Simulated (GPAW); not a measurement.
# W (Im-3m) in GPAW: notebook

Aim: see how the results for W move with the level of theory and the settings. Levels: RPBE+D4, revPBE+D3(BJ). Tasks: relaxation of cell and atoms.

Everything below comes from runs of GPAW 26.7.0. Logs are shortened: lines on timing, memory, paths and dates and some standing lists are left out, and cuts for length are marked. The log counts tension as positive stress, the text compression.

### Step 1. The crystal as given

The structure is cubic, space group Im-3m (No. 229). Conventional cell: a = 3.165 Å, b = 3.165 Å, c = 3.165 Å, α = 90.00°, β = 90.00°, γ = 90.00°. W (site symmetry m-3m) has 8 W at 2.74 Å as nearest neighbours.

### Step 2. Relaxation of cell and atoms, RPBE+D4

run.py reads:

```python
from ase import Atoms
from ase.calculators.mixing import SumCalculator
from ase.filters import FrechetCellFilter
from ase.io import write
from ase.optimize import BFGS
from dftd4.ase import DFTD4
from gpaw import GPAW, PW

atoms = Atoms(['W'],
              cell=[[-1.582345, 1.582345, 1.582345],
                    [1.582345, -1.582345, 1.582345],
                    [1.582345, 1.582345, -1.582345]],
              scaled_positions=[[0.0, 0.0, 0.0]],
              pbc=True)

calc = GPAW(mode=PW(600),
            xc='RPBE',
            kpts={'size': (12, 12, 12), 'gamma': True},
            occupations={'name': 'fermi-dirac', 'width': 0.05},
            nbands=16,
            convergence={'density': 1e-05, 'forces': 0.0001},
            maxiter=150,
            txt='gpaw.txt')
atoms.calc = SumCalculator([calc, DFTD4(method='rpbe')])
opt = BFGS(FrechetCellFilter(atoms), trajectory='relax.traj', logfile='-')
done = opt.run(fmax=0.02, steps=100)
calc.write('gs.gpw')
write('result.traj', atoms)
print('Converged:', done)
print('Cell:', atoms.cell.cellpar().round(4))
print('Volume:', round(atoms.get_volume(), 4))
print(atoms.get_scaled_positions().round(5))
```

Potentials or basis: the program's PAW data sets (release 1.2.1) made for this functional, pw.

Run with:

```bash
> OMP_NUM_THREADS=1 python run.py
```

gpaw.txt:

```text
__  _  _
 | _ |_)|_||  |
 |__||  | ||/\| - 26.7.0

Input parameters:
  mode=PW(ecut=600.0),
  convergence={'density': 1e-05, 'forces': 0.0001},
  kpts=MonkhorstPack(size=(12, 12, 12), gamma=True),
  maxiter=150,
  nbands=16,
  occupations=Occupations(name='fermi-dirac', width=0.05),
  xc=XC(name='RPBE')

Diagonalizing LCAO Hamiltonian
Converting LCAO to pw mode

       W

Atoms  # Å, Bohr magnetons
|   | symbol |        x |        y |        z |    initial magnetic moments |
|---|--------|----------|----------|----------|-----------------------------|
| 0 |      W | 0.000000 | 0.000000 | 0.000000 | ( 0.0000,  0.0000,  0.0000) |

Unit cell  # Å
| periodic |         x |         y |         z |  lengths |     angles |
|----------|-----------|-----------|-----------|----------|------------|
|      yes | -1.582345 |  1.582345 |  1.582345 | 2.740702 | 109.471221 |
|      yes |  1.582345 | -1.582345 |  1.582345 | 2.740702 | 109.471221 |
|      yes |  1.582345 |  1.582345 | -1.582345 | 2.740702 | 109.471221 |

Number of symmetries: 48
Symmetry operations  # r_c * U_cc + t_c -> r_c
|    | kind |            matrix            |
|----|------|------------------------------|
|  0 |  σ   |  1, 1, 1,  0, 0,-1,  0,-1, 0 |
|  1 |  C4  |  1, 1, 1,  0, 0,-1, -1, 0, 0 |
|  2 |  C2  |  1, 1, 1,  0,-1, 0,  0, 0,-1 |
|  3 |  S6  |  1, 1, 1,  0,-1, 0, -1, 0, 0 |
|  4 |  S6  |  1, 1, 1, -1, 0, 0,  0, 0,-1 |
|  5 |  C4  |  1, 1, 1, -1, 0, 0,  0,-1, 0 |
|  6 |  E   |  1, 0, 0,  0, 1, 0,  0, 0, 1 |
|  7 |  σ   |  1, 0, 0,  0, 1, 0, -1,-1,-1 |
|  8 |  σ   |  1, 0, 0,  0, 0, 1,  0, 1, 0 |
|  9 |  C3  |  1, 0, 0,  0, 0, 1, -1,-1,-1 |
| 10 |  C3  |  1, 0, 0, -1,-1,-1,  0, 1, 0 |
| 11 |  σ   |  1, 0, 0, -1,-1,-1,  0, 0, 1 |
| 12 |  σ   |  0, 1, 0,  1, 0, 0,  0, 0, 1 |
| 13 |  C2  |  0, 1, 0,  1, 0, 0, -1,-1,-1 |
| 14 |  C3  |  0, 1, 0,  0, 0, 1,  1, 0, 0 |
| 15 |  S4  |  0, 1, 0,  0, 0, 1, -1,-1,-1 |
| 16 |  S4  |  0, 1, 0, -1,-1,-1,  1, 0, 0 |
[... 133 lines left out ...]
convergence criteria:
- Maximum integral of absolute [dens]ity change: 1e-05 electrons / valence electron
- Maximum change in the atomic [forces] across last 2 cycles: 0.0001 eV/Ang OR
Maximum error relative to the maximum force is below inf
- Maximum [total energy] change in last 3 cyles: 0.0005 eV / valence electron
- Maximum integral of absolute [eigenst]ate change: 4e-08 eV^2 / valence electron
maximum number of iterations: 150

SCF iterations
|iter     | |      energy | eigst |  dens |force |
|---------|-|-------------|-------|-------|------|
|iter:   1| |  -11.235279 | -0.16 |       |      |
|iter:   2| |  -11.199904 | -3.32 | -1.22 |      |
|iter:   3| |  -11.025684 | -2.19 | -1.25 |      |
|iter:   4| |  -11.029690 | -3.69 | -1.94 |      |
|iter:   5| |  -11.030912c| -4.67 | -2.33 |      |
|iter:   6| |  -11.030908c| -6.66 | -3.74 |      |
|iter:   7| |  -11.030909c| -8.07c| -4.25 |      |
|iter:   8| |  -11.030909c| -8.41c| -5.12c|      |
|iter:   9| |  -11.030909c| -9.65c| -5.68c|-24.13c|

Converged in 9 steps
Energy contributions relative to reference atoms: (reference = -438784.907910)

Energy contributions:
  Kinetic:           8.483024
  Coulomb:         -10.036265
  Zero:              0.008931
  External:          0.000000
  Xc:               -9.484331
  Entropy:          -0.004535
  Spinorbit:         0.000000
  ----------------------------
  Free energy:     -11.033177
  Extrapolated:    -11.030909

dipole moment: (-5.897031, -5.897031, -5.897031)  # |e|*Ang

Fermi level: 14.619
Eigenvalues  # (at kpt = [-0.000, -0.000, -0.000])
| band index |      eig [eV] | occ [0-2] |
|------------|---------------|-----------|
|          0 |       -59.293 |     2.000 |
|          1 |       -23.122 |     2.000 |
|          2 |       -23.122 |     2.000 |
|          3 |       -23.122 |     2.000 |
|          4 |         5.133 |     2.000 |
|          5 |        13.493 |     2.000 |
[... 11 lines left out ...]
No gap
No difference between direct/indirect transitions

Stress tensor  # eV/Ang^3
|         x |         y |         z |
|-----------|-----------|-----------|
| -0.061604 |  0.000000 | -0.000000 |
|  0.000000 | -0.061604 |  0.000000 |
| -0.000000 |  0.000000 | -0.061604 |

Forces  # eV/Ang
|        x |        y |        z |
|----------|----------|----------|
| -0.00000 | -0.00000 | -0.00000 |  # W    0

Interpolating wave functions to new cell

       W

Atoms  # Å, Bohr magnetons
|   | symbol |        x |         y |         z |    initial magnetic moments |
|---|--------|----------|-----------|-----------|-----------------------------|
| 0 |      W | 0.000000 | -0.000000 | -0.000000 | ( 0.0000,  0.0000,  0.0000) |

Unit cell  # Å
| periodic |         x |         y |         z |  lengths |     angles |
|----------|-----------|-----------|-----------|----------|------------|
|      yes | -1.577523 |  1.577523 |  1.577523 | 2.732350 | 109.471221 |
|      yes |  1.577523 | -1.577523 |  1.577523 | 2.732350 | 109.471221 |
|      yes |  1.577523 |  1.577523 | -1.577523 | 2.732350 | 109.471221 |

Number of symmetries: 48
Symmetry operations  # r_c * U_cc + t_c -> r_c
|    | kind |            matrix            |
|----|------|------------------------------|
|  0 |  σ   |  1, 1, 1,  0, 0,-1,  0,-1, 0 |
|  1 |  C4  |  1, 1, 1,  0, 0,-1, -1, 0, 0 |
|  2 |  C2  |  1, 1, 1,  0,-1, 0,  0, 0,-1 |
|  3 |  S6  |  1, 1, 1,  0,-1, 0, -1, 0, 0 |
|  4 |  S6  |  1, 1, 1, -1, 0, 0,  0, 0,-1 |
|  5 |  C4  |  1, 1, 1, -1, 0, 0,  0,-1, 0 |
|  6 |  E   |  1, 0, 0,  0, 1, 0,  0, 0, 1 |
|  7 |  σ   |  1, 0, 0,  0, 1, 0, -1,-1,-1 |
|  8 |  σ   |  1, 0, 0,  0, 0, 1,  0, 1, 0 |
|  9 |  C3  |  1, 0, 0,  0, 0, 1, -1,-1,-1 |
| 10 |  C3  |  1, 0, 0, -1,-1,-1,  0, 1, 0 |
| 11 |  σ   |  1, 0, 0, -1,-1,-1,  0, 0, 1 |
| 12 |  σ   |  0, 1, 0,  1, 0, 0,  0, 0, 1 |
| 13 |  C2  |  0, 1, 0,  1, 0, 0, -1,-1,-1 |
| 14 |  C3  |  0, 1, 0,  0, 0, 1,  1, 0, 0 |
| 15 |  S4  |  0, 1, 0,  0, 0, 1, -1,-1,-1 |
| 16 |  S4  |  0, 1, 0, -1,-1,-1,  1, 0, 0 |
[... 133 lines left out ...]
convergence criteria:
- Maximum integral of absolute [dens]ity change: 1e-05 electrons / valence electron
- Maximum change in the atomic [forces] across last 2 cycles: 0.0001 eV/Ang OR
Maximum error relative to the maximum force is below inf
- Maximum [total energy] change in last 3 cyles: 0.0005 eV / valence electron
- Maximum integral of absolute [eigenst]ate change: 4e-08 eV^2 / valence electron
maximum number of iterations: 150

SCF iterations
|iter     | |      energy | eigst |  dens |force |
|---------|-|-------------|-------|-------|------|
|iter:   1| |  -11.022311 | -2.29 |       |      |
|iter:   2| |  -11.021979 | -5.53 | -2.39 |      |
|iter:   3| |  -11.020459c| -4.49 | -2.43 |      |
|iter:   4| |  -11.020494c| -6.25 | -3.38 |      |
|iter:   5| |  -11.020514c| -7.26 | -3.65 |      |
|iter:   6| |  -11.020514c| -8.18c| -5.00c|      |
|iter:   7| |  -11.020514c| -8.80c| -5.32c|-24.35c|

Converged in 7 steps
Energy contributions relative to reference atoms: (reference = -438784.907910)

Energy contributions:
  Kinetic:           9.861105
  Coulomb:         -11.198437
  Zero:              0.008997
  External:          0.000000
  Xc:               -9.689819
  Entropy:          -0.004722
  Spinorbit:         0.000000
  ----------------------------
  Free energy:     -11.022875
  Extrapolated:    -11.020514

dipole moment: (-5.878783, -5.878783, -5.878783)  # |e|*Ang

Fermi level: 14.789
Eigenvalues  # (at kpt = [-0.000, -0.000, -0.000])
| band index |      eig [eV] | occ [0-2] |
|------------|---------------|-----------|
|          0 |       -59.117 |     2.000 |
|          1 |       -22.932 |     2.000 |
|          2 |       -22.932 |     2.000 |
|          3 |       -22.932 |     2.000 |
|          4 |         5.245 |     2.000 |
|          5 |        13.641 |     2.000 |
[... 11 lines left out ...]
No gap
No difference between direct/indirect transitions

Stress tensor  # eV/Ang^3
|         x |         y |         z |
|-----------|-----------|-----------|
| -0.080872 | -0.000000 |  0.000000 |
| -0.000000 | -0.080872 |  0.000000 |
|  0.000000 |  0.000000 | -0.080872 |

Forces  # eV/Ang
|       x |        y |       z |
|---------|----------|---------|
| 0.00000 | -0.00000 | 0.00000 |  # W    0

Interpolating wave functions to new cell

       W

Atoms  # Å, Bohr magnetons
|   | symbol |        x |        y |        z |    initial magnetic moments |
|---|--------|----------|----------|----------|-----------------------------|
| 0 |      W | 0.000000 | 0.000000 | 0.000000 | ( 0.0000,  0.0000,  0.0000) |

Unit cell  # Å
| periodic |         x |         y |         z |  lengths |     angles |
|----------|-----------|-----------|-----------|----------|------------|
|      yes | -1.578713 |  1.578713 |  1.578713 | 2.734412 | 109.471221 |
|      yes |  1.578713 | -1.578713 |  1.578713 | 2.734412 | 109.471221 |
|      yes |  1.578713 |  1.578713 | -1.578713 | 2.734412 | 109.471221 |

Number of symmetries: 48
Symmetry operations  # r_c * U_cc + t_c -> r_c
|    | kind |            matrix            |
|----|------|------------------------------|
|  0 |  σ   |  1, 1, 1,  0, 0,-1,  0,-1, 0 |
|  1 |  C4  |  1, 1, 1,  0, 0,-1, -1, 0, 0 |
|  2 |  C2  |  1, 1, 1,  0,-1, 0,  0, 0,-1 |
|  3 |  S6  |  1, 1, 1,  0,-1, 0, -1, 0, 0 |
|  4 |  S6  |  1, 1, 1, -1, 0, 0,  0, 0,-1 |
|  5 |  C4  |  1, 1, 1, -1, 0, 0,  0,-1, 0 |
|  6 |  E   |  1, 0, 0,  0, 1, 0,  0, 0, 1 |
|  7 |  σ   |  1, 0, 0,  0, 1, 0, -1,-1,-1 |
|  8 |  σ   |  1, 0, 0,  0, 0, 1,  0, 1, 0 |
|  9 |  C3  |  1, 0, 0,  0, 0, 1, -1,-1,-1 |
| 10 |  C3  |  1, 0, 0, -1,-1,-1,  0, 1, 0 |
| 11 |  σ   |  1, 0, 0, -1,-1,-1,  0, 0, 1 |
| 12 |  σ   |  0, 1, 0,  1, 0, 0,  0, 0, 1 |
| 13 |  C2  |  0, 1, 0,  1, 0, 0, -1,-1,-1 |
| 14 |  C3  |  0, 1, 0,  0, 0, 1,  1, 0, 0 |
| 15 |  S4  |  0, 1, 0,  0, 0, 1, -1,-1,-1 |
| 16 |  S4  |  0, 1, 0, -1,-1,-1,  1, 0, 0 |
[... 133 lines left out ...]
convergence criteria:
- Maximum integral of absolute [dens]ity change: 1e-05 electrons / valence electron
- Maximum change in the atomic [forces] across last 2 cycles: 0.0001 eV/Ang OR
Maximum error relative to the maximum force is below inf
- Maximum [total energy] change in last 3 cyles: 0.0005 eV / valence electron
- Maximum integral of absolute [eigenst]ate change: 4e-08 eV^2 / valence electron
maximum number of iterations: 150

SCF iterations
|iter     | |      energy | eigst |  dens |force |
|---------|-|-------------|-------|-------|------|
|iter:   1| |  -11.023389 | -3.44 |       |      |
|iter:   2| |  -11.023373 | -6.70 | -3.00 |      |
|iter:   3| |  -11.023324c| -5.71 | -3.04 |      |
|iter:   4| |  -11.023331c| -7.46c| -3.98 |      |
|iter:   5| |  -11.023333c| -8.48c| -4.26 |      |
|iter:   6| |  -11.023333c| -9.63c| -5.58c|      |
|iter:   7| |  -11.023333c|-10.03c| -5.93c|-25.12c|

Converged in 7 steps
Energy contributions relative to reference atoms: (reference = -438784.907910)

Energy contributions:
  Kinetic:           9.518370
  Coulomb:         -10.909690
  Zero:              0.009064
  External:          0.000000
  Xc:               -9.638739
  Entropy:          -0.004677
  Spinorbit:         0.000000
  ----------------------------
  Free energy:     -11.025672
  Extrapolated:    -11.023333

dipole moment: (-5.883292, -5.883292, -5.883292)  # |e|*Ang

Fermi level: 14.747
Eigenvalues  # (at kpt = [-0.000, -0.000, -0.000])
| band index |      eig [eV] | occ [0-2] |
|------------|---------------|-----------|
|          0 |       -59.161 |     2.000 |
|          1 |       -22.979 |     2.000 |
|          2 |       -22.979 |     2.000 |
|          3 |       -22.979 |     2.000 |
|          4 |         5.217 |     2.000 |
|          5 |        13.604 |     2.000 |
[... 11 lines left out ...]
No gap
No difference between direct/indirect transitions

Stress tensor  # eV/Ang^3
|         x |         y |         z |
|-----------|-----------|-----------|
| -0.076050 |  0.000000 |  0.000000 |
|  0.000000 | -0.076050 |  0.000000 |
|  0.000000 |  0.000000 | -0.076050 |

Forces  # eV/Ang
|        x |        y |        z |
|----------|----------|----------|
| -0.00000 | -0.00000 | -0.00000 |  # W    0

# Writing to gs.gpw (mode='')
```

It took 21 s on 1 thread of Arm Neoverse V2, shared host; peak memory 0.17 GiB.

What came out:

```yaml
Free_energy: -12.2509 eV
Relaxed_volume: 15.74 Å³/atom
Relaxed_cell: a = 2.734 Å, b = 2.734 Å, c = 2.734 Å, α = 109.47°, β = 109.47°, γ = 109.47°
Space_group_after_relaxing_to_0.05_Å: Im-3m (No. 229)
Energy_gained_by_relaxing: 0.6 meV/atom
Ionic_steps: 3
Pressure_after_relaxing: 0.0 GPa
Band_gap_on_the_k_mesh: none (metal or under the smearing width)
Dispersion_energy_per_atom: -1.225 eV
```

Step by step:
```csv
step,energy change (eV),largest force (eV/Å),pressure (GPa),volume (Å³)
1,0.0000,0.0000,-2.16,15.85
2,-0.0005,0.0000,0.72,15.70
3,-0.0006,0.0000,-0.01,15.74
```

Final structure:
```yaml
crystal:
  lattice:
    - [-1.57871, 1.57871, 1.57871]
    - [1.57871, -1.57871, 1.57871]
    - [1.57871, 1.57871, -1.57871]
  atoms:
    - { symbol: W, position: [0.00000, 0.00000, 0.00000] }
```

Levels at points of the mesh, in eV from the Fermi level:
```tsv
k point	band 5	band 6	band 7	band 8	band 9	band 10
(0.00, 0.00, 0.00)	-9.53	-1.14	-1.14	-1.14	2.36	2.36
(0.50, 0.50, 0.00)	-6.20	-3.50	0.76	2.27	3.25	6.30
(0.50, 0.50, 0.50)	-5.78	-5.78	5.30	5.30	5.30	8.41
```

Caveat: later steps reuse the first step's grids; pairwise dispersion overbinds metals, which lowers pressure and volume. Spin-orbit coupling is left out, which matters for the levels of W.

### Step 3. Relaxation of cell and atoms, revPBE+D3(BJ)

run.py reads:

```python
from ase.calculators.mixing import SumCalculator
from ase.filters import FrechetCellFilter
from ase.io import read, write
from ase.optimize import FIRE
from dftd3.ase import DFTD3
from gpaw import GPAW, PW

atoms = read('POSCAR')

calc = GPAW(mode=PW(600),
            xc='revPBE',
            kpts={'size': (12, 12, 12), 'gamma': True},
            occupations={'name': 'fermi-dirac', 'width': 0.05},
            nbands=16,
            convergence={'density': 1e-05, 'forces': 0.0001},
            maxiter=150,
            txt='gpaw.txt')
atoms.calc = SumCalculator([calc, DFTD3(method='revpbe', damping='d3bj')])
opt = FIRE(FrechetCellFilter(atoms), trajectory='relax.traj', logfile='-')
done = opt.run(fmax=0.01, steps=60)
calc.write('gs.gpw')
write('result.traj', atoms)
print('Converged:', done)
print('Cell:', atoms.cell.cellpar().round(4))
print('Volume:', round(atoms.get_volume(), 4))
print(atoms.get_scaled_positions().round(5))
```

POSCAR reads:

```
W
1.0
   -1.5823450000      1.5823450000      1.5823450000
    1.5823450000     -1.5823450000      1.5823450000
    1.5823450000      1.5823450000     -1.5823450000
W
1
Direct
    0.0000000000      0.0000000000      0.0000000000
```

Potentials or basis: the program's PAW data sets (release 1.2.1) made for this functional, pw.

Run with:

```bash
> OMP_NUM_THREADS=1 python run.py
```

gpaw.txt:

```text
__  _  _
 | _ |_)|_||  |
 |__||  | ||/\| - 26.7.0

Input parameters:
  mode=PW(ecut=600.0),
  convergence={'density': 1e-05, 'forces': 0.0001},
  kpts=MonkhorstPack(size=(12, 12, 12), gamma=True),
  maxiter=150,
  nbands=16,
  occupations=Occupations(name='fermi-dirac', width=0.05),
  xc=XC(name='revPBE')

Diagonalizing LCAO Hamiltonian
Converting LCAO to pw mode

       W

Atoms  # Å, Bohr magnetons
|   | symbol |        x |        y |        z |    initial magnetic moments |
|---|--------|----------|----------|----------|-----------------------------|
| 0 |      W | 0.000000 | 0.000000 | 0.000000 | ( 0.0000,  0.0000,  0.0000) |

Unit cell  # Å
| periodic |         x |         y |         z |  lengths |     angles |
|----------|-----------|-----------|-----------|----------|------------|
|      yes | -1.582345 |  1.582345 |  1.582345 | 2.740702 | 109.471221 |
|      yes |  1.582345 | -1.582345 |  1.582345 | 2.740702 | 109.471221 |
|      yes |  1.582345 |  1.582345 | -1.582345 | 2.740702 | 109.471221 |
[... 231 lines left out ...]
       W

Atoms  # Å, Bohr magnetons
|   | symbol |         x |        y |         z |    initial magnetic moments |
[... 1436 lines left out ...]
|-----------|-----------|-----------|
| -0.079310 |  0.000000 |  0.000000 |
|  0.000000 | -0.079310 | -0.000000 |
|  0.000000 | -0.000000 | -0.079310 |

Forces  # eV/Ang
|        x |        y |       z |
|----------|----------|---------|
| -0.00000 | -0.00000 | 0.00000 |  # W    0

Interpolating wave functions to new cell

       W
[... 226 lines left out ...]
Stress tensor  # eV/Ang^3
|         x |         y |         z |
|-----------|-----------|-----------|
| -0.079791 |  0.000000 |  0.000000 |
|  0.000000 | -0.079791 | -0.000000 |
|  0.000000 | -0.000000 | -0.079791 |

Forces  # eV/Ang
|        x |        y |       z |
|----------|----------|---------|
| -0.00000 | -0.00000 | 0.00000 |  # W    0

Interpolating wave functions to new cell

       W
[... 467 lines left out ...]
Stress tensor  # eV/Ang^3
|         x |         y |         z |
|-----------|-----------|-----------|
| -0.081329 |  0.000000 |  0.000000 |
|  0.000000 | -0.081329 | -0.000000 |
|  0.000000 | -0.000000 | -0.081329 |

Forces  # eV/Ang
|        x |       y |       z |
|----------|---------|---------|
| -0.00000 | 0.00000 | 0.00000 |  # W    0

Interpolating wave functions to new cell

       W
[... 476 lines left out ...]
Forces  # eV/Ang
|        x |       y |        z |
|----------|---------|----------|
| -0.00000 | 0.00000 | -0.00000 |  # W    0

# Writing to gs.gpw (mode='')
```

Wall time 62 s (1 thread of Arm Neoverse V2, shared host); peak memory 0.22 GiB.

What came out:

- Free energy: -12.3912 eV
- Relaxed volume: 15.63 Å³/atom
- Relaxed cell: a = 2.728 Å, b = 2.728 Å, c = 2.728 Å, α = 109.47°, β = 109.47°, γ = 109.47°
- Space group after relaxing (to 0.05 Å): Im-3m (No. 229)
- Energy gained by relaxing: 2.8 meV/atom
- Ionic steps: 12
- Pressure after relaxing: 0.0 GPa
- Band gap on the k mesh: none (metal or under the smearing width)
- Dispersion energy per atom: -1.268 eV

Step by step:
```tsv
step	energy change (eV)	largest force (eV/Å)	pressure (GPa)	volume (Å³)
1	0.0000	0.0000	-4.33	15.85
2	-0.0028	0.0000	-0.32	15.65
3	-0.0001	0.0000	4.20	15.43
4	-0.0013	0.0000	3.19	15.48
5	-0.0025	0.0000	1.43	15.56
6	-0.0028	0.0000	-0.63	15.66
7	-0.0028	0.0000	-0.59	15.66
8	-0.0028	0.0000	-0.52	15.65
9	-0.0028	0.0000	-0.42	15.65
10	-0.0028	0.0000	-0.29	15.64
11	-0.0028	0.0000	-0.15	15.64
12	-0.0028	0.0000	0.00	15.63
```

Final structure:
```
W
1.0
    -1.57504    1.57504    1.57504
     1.57504   -1.57504    1.57504
     1.57504    1.57504   -1.57504
W
1
Direct
  0.00000 0.00000 0.00000
```

Caveat: later steps reuse the first step's grids; pairwise dispersion overbinds metals, which lowers pressure and volume. The run has no spin-orbit coupling, so splittings on W are missing.
